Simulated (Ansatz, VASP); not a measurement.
Cl: VASP beside Ansatz

File INCAR:

```
SYSTEM = Cl
ALGO = Normal
EDIFF = 1E-6
ENCUT = 520
GGA = PS
ISIF = 2
ISMEAR = -1
LASPH = .TRUE.
LCHARG = .TRUE.
LELF = .TRUE.
LREAL = .FALSE.
LVHAR = .TRUE.
LWAVE = .FALSE.
NBANDS = 10
NELM = 100
PREC = Accurate
SIGMA = 0.08
```

The input KPOINTS:

```
k-points
0
G
  15 15 15
  0 0 0
```

POSCAR

```
Cl
1.0
    2.0529811761      0.0000000000      0.0000000000
    0.0000000000      2.0529811761      0.0000000000
    0.0000000000      0.0000000000      2.0529811761
Cl
1
Direct
    0.0000000000      0.0000000000      0.0000000000
```

Input for Ansatz:

```yaml
crystal:
  lattice:
    - [2.0529811761, 0.0, 0.0]
    - [0.0, 2.0529811761, 0.0]
    - [0.0, 0.0, 2.0529811761]
  atoms:
    - { symbol: Cl, position: [0.0, 0.0, 0.0] }
kpoints:
  mp_grid: { grid: [15, 15, 15] }
  band_path:
    path:
      - [0.0, 0.0, 0.0]
      - [0.0, 0.5, 0.0]
      - [0.5, 0.5, 0.0]
      - [0.0, 0.0, 0.0]
      - [0.5, 0.5, 0.5]
      - [0.0, 0.5, 0.0]
      - [0.5, 0.5, 0.5]
      - [0.5, 0.5, 0.0]
    npoints: 8
scf:
  occupations: { method: fermi_dirac, width: 0.08 }
hamiltonian:
  xc: pbesol
  pseudopotentials: { kind: all_electron, lapw: { basis_error: 0.001 } }
output:
  forces: true
  stress: true
  eigenvalues: true
  populations: true
  dos: { projected: true, de: 0.2, e_range: [-14, 8] }
```

Change from the starting cell: volume scaled by 0.4, LAPW.

Alike in both runs: task single point; functional PBEsol; k mesh 15 × 15 × 15; occupations fermi-dirac, width 0.08 eV; no spin polarisation.

|  | VASP | Ansatz |
| --- | --- | --- |
| version | VASP 6.6.1 | Ansatz 0.2.0 |
| potentials or method | VASP PAW PBE potentials, release 64 (Cl) | all-electron LAPW, scalar-relativistic |
| plane-wave cutoff (eV) | 520 | see its input |

VASP gave:

```
pressure (GPa) : 243.2
```

**Question.** Which values does Ansatz return?

**Answer.** Pressure (GPa): 239.8.

Ansatz ran all-electron here, so the differences hold the error of VASP's frozen core and of both bases.

Caveats: the cell as given lies far from equilibrium; so large a pressure means that the cell lies far from this level's equilibrium, or that cutoff or potentials fall short (VASP); the potentials were made for another functional, which shifts forces and pressure (VASP); an odd number of electrons without spin polarisation forces a metal; a magnetic or distorted state may lie lower.
